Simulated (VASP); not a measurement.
# ZrC (Fm-3m) in VASP: notebook, part 2 of 2

VASP 6.6.1. The steps go on from the part before.

## Step 3: Relaxation of cell and atoms, PBE

This run uses another cell than the first one, of 13.01 Å³/atom, 0.983 times its volume.

INCAR

```
SYSTEM = ZrC
  PREC = Accurate
  ENCUT = 300
  EDIFF = 1E-7
  ISMEAR = 1
  SIGMA = 0.1
  LREAL = .FALSE.
  LASPH = .TRUE.
  NELM = 80
  ALGO = Normal
  ISIF = 3
  LWAVE = .FALSE.
  LCHARG = .FALSE.
  GGA = PE
  IBRION = 2
  NSW = 90
  EDIFFG = -0.005
```

KPOINTS

```
Automatic mesh
0
G
  7 7 7
  0 0 0
```

POSCAR

```
ZrC                                     
1.0
    0.0000000000      2.3518924605      2.3518924605
    2.3518924605      0.0000000000      2.3518924605
    2.3518924605      2.3518924605      0.0000000000
  Zr              C             
     1     1
Direct
     0.5000000000000000    0.5000000000000000    0.5000000000000000
     0.0000000000000000    0.0000000000000000    0.0000000000000000
```

Potentials or basis: VASP PAW PBE potentials, release 64 (Zr_sv, C_s).

Run with:

```
$ cat potpaw_PBE.64/Zr_sv/POTCAR potpaw_PBE.64/C_s/POTCAR > POTCAR
$ mpirun -np 1 vasp_std > vasp.out
```

It took 4.7 s on 1 thread of Intel Xeon Platinum 8259CL at 2.50GHz (Skylake/Cascade Lake), shared host; peak memory 0.12 GiB.

These settings aren't checked as converged: the numbers below hold their error.

Results:

```
Free energy            : -19.4493 eV
Band gap on the k mesh : none (metal or under the smearing width)
```

Caveat: the cutoff is under 1.25 times the usual one of these potentials, so pressure, stress and relaxed cells hold a basis-set (Pulay) error; the relaxation stopped at its first step, so nothing moved.

## Step 4: Relaxation of cell and atoms, r2SCAN

INCAR

```
SYSTEM = ZrC
ALGO = Normal ; EDIFF = 1E-6
EDIFFG = -0.01 ; ENCUT = 600
IBRION = 2 ; ISIF = 3
ISMEAR = 1 ; LASPH = .True.
LCHARG = .False. ; LMIXTAU = .True.
LREAL = .False. ; LWAVE = .False.
METAGGA = R2SCAN ; NELM = 80
NSW = 90 ; PREC = Accurate
SIGMA = 0.1
```

KPOINTS

```
k-points
0
Gamma
  14 14 14
  0 0 0
```

POSCAR

```
ZrC
1.0
    0.0000000000      2.3650000000      2.3650000000
    2.3650000000      0.0000000000      2.3650000000
    2.3650000000      2.3650000000      0.0000000000
Zr C
1 1
Direct
    0.5000000000      0.5000000000      0.5000000000
    0.0000000000      0.0000000000      0.0000000000
```

Potentials or basis: VASP PAW PBE potentials, release 64 (Zr_sv, C).

Run with:

```
$ cat potpaw_PBE.64/Zr_sv/POTCAR potpaw_PBE.64/C/POTCAR > POTCAR
$ mpirun -np 1 vasp_std > vasp.out
```

Wall time 5.9 min (1 thread of AMD EPYC 9R45 (Zen 5), shared host); peak memory 0.17 GiB.

The run converged. Its results:

```yaml
Free_energy: -34.7244 eV
Relaxed_volume: 13.08 Å³/atom
Relaxed_cell: a = 3.332 Å, b = 3.332 Å, c = 3.332 Å, α = 60.00°, β = 60.00°, γ = 60.00°
Space_group_after_relaxing_to_0.05_Å: Fm-3m (No. 225)
Energy_gained_by_relaxing: 1.2 meV/atom
Ionic_steps: 3
Pressure_after_relaxing: 0.0 GPa
Band_gap_on_the_k_mesh: none (metal or under the smearing width)
```

The path:
```tsv
step	energy change (eV)	largest force (eV/Å)	pressure (GPa)	volume (Å³)
1	0.0000	0.0000	-2.54	26.46
2	0.0046	0.0000	4.59	25.66
3	-0.0024	0.0000	-0.02	26.16
```

Final structure:
```
CELL_PARAMETERS angstrom
0.00000 2.35613 2.35613
2.35613 0.00000 2.35613
2.35613 2.35613 0.00000
ATOMIC_POSITIONS crystal
Zr 0.50000 0.50000 0.50000
C 0.00000 0.00000 0.00000
```

Levels at points of the mesh, in eV from the Fermi level:
```csv
k point,band 4,band 5,band 6,band 7,band 8,band 9,band 10,band 11,band 12
"(0.00, 0.00, 0.00)",-26.89,-12.04,0.89,0.89,0.89,1.28,1.28,1.28,2.91
"(0.50, 0.00, 0.00)",-26.97,-8.97,-5.47,-3.11,-3.11,4.74,4.74,5.64,6.91
"(0.50, 0.50, 0.00)",-27.17,-10.90,-2.25,-1.64,-0.03,-0.03,4.55,5.90,5.90
```

Caveat: the PAW data sets were made with another functional, which shifts forces and pressure a little.

## Step 5: Relaxation of cell and atoms, r2SCAN

This run uses another cell than the first one, of 13.08 Å³/atom, 0.989 times its volume.

INCAR, as its differences from that of step 4:

```diff
@@ -1,4 +1,4 @@
 SYSTEM = ZrC
-ALGO = Normal ; EDIFF = 1E-6
-EDIFFG = -0.01 ; ENCUT = 600
+ALGO = Normal ; EDIFF = 1E-7
+EDIFFG = -0.005 ; ENCUT = 600
 IBRION = 2 ; ISIF = 3
```

KPOINTS is that of step 4.

POSCAR

```
ZrC                                     
1.0
    0.0000000000      2.3561272211      2.3561272211
    2.3561272211     -0.0000000000      2.3561272211
    2.3561272211      2.3561272211      0.0000000000
  Zr              C             
     1     1
Direct
     0.5000000000000000    0.5000000000000000    0.5000000000000000
     0.0000000000000000    0.0000000000000000    0.0000000000000000
```

Run with:

```
$ cat potpaw_PBE.64/Zr_sv/POTCAR potpaw_PBE.64/C/POTCAR > POTCAR
$ mpirun -np 1 vasp_std > vasp.out
```

It took 3.2 min on 1 thread of AMD EPYC 9R45 (Zen 5), shared host; peak memory 0.17 GiB.

It converged, with:

```yaml
Free_energy: -34.7242 eV
Pressure_after_relaxing: 0.0 GPa
Band_gap_on_the_k_mesh: none (metal or under the smearing width)
```

Final structure:
```cif
data_structure
_symmetry_space_group_name_H-M 'P 1'
_symmetry_Int_Tables_number 1
_cell_length_a 3.3321
_cell_length_b 3.3321
_cell_length_c 3.3321
_cell_angle_alpha 60.000
_cell_angle_beta 60.000
_cell_angle_gamma 60.000
_cell_volume 26.16
loop_
_atom_site_label
_atom_site_type_symbol
_atom_site_fract_x
_atom_site_fract_y
_atom_site_fract_z
_atom_site_occupancy
Zr1 Zr 0.50000 0.50000 0.50000 1
C1 C 0.00000 0.00000 0.00000 1
```

Levels at points of the mesh, in eV from the Fermi level:
```csv
k point,band 6,band 7,band 8,band 9,band 10,band 11
"(0.00, 0.00, 0.00)",0.89,0.89,0.89,1.28,1.28,1.28
"(0.50, 0.00, 0.00)",-5.47,-3.11,-3.11,4.74,4.74,5.64
"(0.50, 0.50, 0.00)",-2.25,-1.64,-0.03,-0.03,4.55,5.90
```

Caveat: the relaxation stopped at its first step, so nothing moved; the PAW data sets were made with another functional, which shifts forces and pressure a little.

## Step 6: Relaxation of cell and atoms, LDA

INCAR

```
ALGO     = Normal         # electronic algorithm
EDIFF    = 1E-6           # SCF threshold, eV
EDIFFG   = -0.01          # ionic threshold
ENCUT    = 600            # plane-wave cutoff, eV
GGA      = CA             # functional
IBRION   = 2              # ionic algorithm
ISIF     = 3              # what is computed and relaxed
ISMEAR   = 1              # smearing method
LASPH    = T              # aspherical terms in the spheres
LCHARG   = F              # write CHGCAR
LREAL    = F              # projectors in reciprocal space
LWAVE    = F              # write WAVECAR
NELM     = 80             # most SCF steps
NSW      = 90             # ionic steps
PREC     = Accurate       # precision mode
SIGMA    = 0.1            # smearing width, eV
```

KPOINTS

```
k-points
0
Gamma
  14 14 14
```

POSCAR

```
ZrC
1.0
    0.0000000000      2.3650000000      2.3650000000
    2.3650000000      0.0000000000      2.3650000000
    2.3650000000      2.3650000000      0.0000000000
Zr C
1 1
Direct
    0.5000000000      0.5000000000      0.5000000000
    0.0000000000      0.0000000000      0.0000000000
```

Potentials or basis: VASP PAW LDA potentials, release 64 (Zr_sv, C).

Run with:

```
$ cat potpaw_LDA.64/Zr_sv/POTCAR potpaw_LDA.64/C/POTCAR > POTCAR
$ mpirun -np 1 vasp_std > vasp.out
```

Wall time 60 s (1 thread of Intel Xeon 6975P-C (Granite Rapids), shared host); peak memory 0.18 GiB.

The run converged. Its results:

| Item | Value |
| --- | --- |
| Free energy | -21.2805 eV |
| Relaxed volume | 12.53 Å³/atom |
| Relaxed cell | a = 3.285 Å, b = 3.285 Å, c = 3.285 Å, α = 60.00°, β = 60.00°, γ = 60.00° |
| Space group after relaxing (to 0.05 Å) | Fm-3m (No. 225) |
| Energy gained by relaxing | 27.5 meV/atom |
| Ionic steps | 4 |
| Pressure after relaxing | -0.1 GPa |
| Band gap on the k mesh | none (metal or under the smearing width) |

Step by step:
| step | energy change (eV) | largest force (eV/Å) | pressure (GPa) | volume (Å³) |
| --- | --- | --- | --- | --- |
| 1 | 0.0000 | 0.0000 | -12.01 | 26.46 |
| 2 | 0.1211 | 0.0000 | 27.49 | 22.84 |
| 3 | -0.0549 | 0.0000 | -0.38 | 25.09 |
| 4 | -0.0550 | 0.0000 | -0.05 | 25.06 |

Final structure:
```cif
data_structure
_symmetry_space_group_name_H-M 'P 1'
_symmetry_Int_Tables_number 1
_cell_length_a 3.2847
_cell_length_b 3.2847
_cell_length_c 3.2847
_cell_angle_alpha 60.000
_cell_angle_beta 60.000
_cell_angle_gamma 60.000
_cell_volume 25.06
loop_
_atom_site_label
_atom_site_type_symbol
_atom_site_fract_x
_atom_site_fract_y
_atom_site_fract_z
_atom_site_occupancy
Zr1 Zr 0.50000 0.50000 0.50000 1
C1 C 0.00000 0.00000 0.00000 1
```

Levels at points of the mesh, in eV from the Fermi level:
| k point | band 4 | band 5 | band 6 | band 7 | band 8 | band 9 | band 10 | band 11 | band 12 |
| --- | --- | --- | --- | --- | --- | --- | --- | --- | --- |
| (0.00, 0.00, 0.00) | -25.53 | -11.30 | 0.92 | 0.92 | 0.92 | 1.02 | 1.02 | 1.02 | 2.87 |
| (0.50, 0.00, 0.00) | -25.62 | -7.97 | -5.47 | -3.08 | -3.08 | 4.62 | 4.62 | 5.49 | 6.69 |
| (0.50, 0.50, 0.00) | -25.86 | -10.15 | -1.98 | -1.95 | 0.09 | 0.09 | 4.61 | 5.86 | 5.86 |

LDA usually gives volumes a few per cent too small. Zero-point motion and thermal expansion aren't in these numbers.
